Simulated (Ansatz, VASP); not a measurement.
This is a calculation of Na for Ansatz 0.2.0.

File input.yaml:

```yaml
crystal:
  lattice:
    - [-2.1829910528, 2.1829910528, 2.1829910528]
    - [2.1829910528, -2.1829910528, 2.1829910528]
    - [2.1829910528, 2.1829910528, -2.1829910528]
  atoms:
    - { symbol: Na, position: [0.0, 0.0, 0.0] }
kpoints:
  mp_grid: { grid: [9, 9, 9] }
scf:
  occupations: { method: fermi_dirac, width: 0.05 }
hamiltonian:
  xc: pbe
  pseudopotentials: { kind: all_electron, lapw: { basis_error: 0.0005 } }
output:
  forces: true
  stress: true
  eigenvalues: true
```

Potentials or basis: all-electron LAPW, scalar-relativistic.

Launch:

```sh
$ ansatz run input.yaml --threads 1 --pin off --max-ram 2560MiB --backend cpu --events-out ev --progress --plain --runs-dir out
```

Problem. Set up the same calculation for VASP 6.6.1. Potentials there: VASP PAW PBE potentials, release 64 (Na_pv).

Solution. As run (the cutoff follows the program's own potentials):

File INCAR:

```
SYSTEM = Na
PREC = Accurate
ENCUT = 520
EDIFF = 1E-7
ISMEAR = -1
SIGMA = 0.05
LREAL = .FALSE.
LASPH = .TRUE.
NELM = 80
ALGO = Normal
ISIF = 2
LWAVE = .FALSE.
LCHARG = .TRUE.
GGA = PE
LELF = .TRUE.
LVHAR = .TRUE.
NBANDS = 10
```

File KPOINTS:

```
regular mesh
0
G
  9 9 9
  0 0 0
```

POSCAR

```
Na
1.0
   -2.1829910528      2.1829910528      2.1829910528
    2.1829910528     -2.1829910528      2.1829910528
    2.1829910528      2.1829910528     -2.1829910528
Na
1
Direct
    0.0000000000      0.0000000000      0.0000000000
```

Potentials or basis: VASP PAW PBE potentials, release 64 (Na_pv).

Launch:

```sh
$ cat potpaw_PBE.64/Na_pv/POTCAR > POTCAR
$ mpirun -np 1 vasp_std > vasp.out
```

Both were run:

|  | VASP | Ansatz | Ansatz less VASP |
| --- | --- | --- | --- |
| gap on the k mesh at the Fermi level (eV) | none | none | - |
| pressure (GPa) | -0.8 | -0.7 | +0.01 |

A gap of «none» marks a metal or a gap that the smearing closes. Ansatz ran all-electron here, so the differences hold the error of VASP's frozen core and of both bases.
